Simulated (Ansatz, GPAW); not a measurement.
Mo: 3 runs at one level of theory

```
Mo
1.0
    -1.58381    1.58381    1.58381
     1.58381   -1.58381    1.58381
     1.58381    1.58381   -1.58381
Mo
1
Direct
  0.00000 0.00000 0.00000
```

Alike in all runs: task single point; functional PBE; k mesh 12 × 12 × 12; occupations gaussian, width 0.024 eV; no spin polarisation; no spin-orbit coupling. Pressure is positive in compression and, in plane waves, holds the error of the finite cutoff, which Ansatz's Pulay term estimates and takes out.

```
                        program and potentials  plane-wave cutoff (eV)                             notes  band gap (eV)  pressure (GPa)
                            Ansatz, Ansatz PAW                     420  Pulay term of +0.05 GPa included         no gap           -1.92
    GPAW, GPAW PAW data sets (gpaw-data 1.2.1)                     600                                 -         no gap           -2.29
Ansatz, all-electron LAPW, scalar-relativistic                       -                                 -         no gap           -1.93
```

None finds a gap. The pressure spans -2.29 (GPAW, GPAW PAW data sets (gpaw-data 1.2.1)) to -1.92 GPa (Ansatz, Ansatz PAW), with all-electron results at -1.93.

The functional is the same throughout but for its coding, so the spread measures potentials, basis and numerics; runs on potential files found faulty are left out.
